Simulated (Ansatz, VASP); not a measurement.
**BaTiO3, level by level in two programs**

```
Ba Ti O
1.0
     3.99980    0.00000    0.00000
     0.00000    3.99980    0.00000
     0.00000    0.00000    4.01800
Ba Ti O
1 1 3
Direct
  0.00000 0.00000 0.00000
  0.50000 0.50000 0.49000
  0.00000 0.50000 0.51700
  0.50000 0.00000 0.51700
  0.50000 0.50000 0.01900
```

Single points on this cell with VASP 6.6.1 and Ansatz 0.2.0. Each row is one pair of runs. Alike in all rows: spin: off; k mesh: 7 × 7 × 7; VASP's potentials, cutoff: VASP PAW PBE potentials, release 64 (Ba_sv, Ti_sv, O), 520 eV.

```tsv
level	smearing	Ansatz's potentials, cutoff	gap on the k mesh at the Fermi level (eV), VASP	gap on the k mesh at the Fermi level (eV), Ansatz	least direct gap on the mesh (eV), VASP	least direct gap on the mesh (eV), Ansatz	pressure (GPa), VASP	pressure (GPa), Ansatz
PBE	fermi-dirac, width 0.05 eV	Ansatz PAW earlier set, 930 eV	1.87	1.92	2.06	2.08	4.2	2.4
PBE	fermi-dirac, width 0.05 eV	JTH PAW, 1380 eV	1.87	1.89	2.06	2.07	4.2	3.7
PBE	fermi-dirac, width 0.05 eV	Ansatz PAW, 420 eV	1.87	1.93	2.06	2.09	4.2	2.4
PBE	fermi-dirac, width 0.05 eV	PseudoDojo stringent (PBE files), 1252 eV	1.87	1.94	2.06	2.11	4.2	2.1
PBE	gaussian, width 0.011 eV	Ansatz PAW, 420 eV	1.87	1.93	2.06	2.09	4.2	2.4
PBE	gaussian, width 0.012 eV	Ansatz PAW, 420 eV	1.87	1.93	2.06	2.09	4.2	2.4
PBE	gaussian, width 0.014 eV	Ansatz PAW, 420 eV	1.87	1.93	2.06	2.09	4.2	2.4
PBEsol	fermi-dirac, width 0.05 eV	Ansatz PAW, 420 eV	1.82	1.89	2.02	2.04	-2.0	-3.8
```

Gap on the k mesh at the fermi level (eV): the two programs differ by at most 0.078; least direct gap on the mesh (eV): the two programs differ by at most 0.046; pressure (GPa): the two programs differ by at most 2.1.

Caveats: spin-orbit coupling is left out, which moves the levels of the heavy elements (some rows); an odd mesh through Γ misses points on the zone boundary, where band edges often lie (VASP); the PAW data sets were made with another functional, which shifts forces and pressure a little (VASP); odd divisions of the mesh miss points on the zone boundary, where band edges often lie, so the gap on the mesh can be too wide (Ansatz); this barium file gives pressures and gaps apart from those of other sets (Ansatz); the pressure holds a Pulay correction of +0.5 GPa for the finite cutoff (Ansatz); the pressure holds a Pulay correction of +0.6 GPa for the finite cutoff (Ansatz).
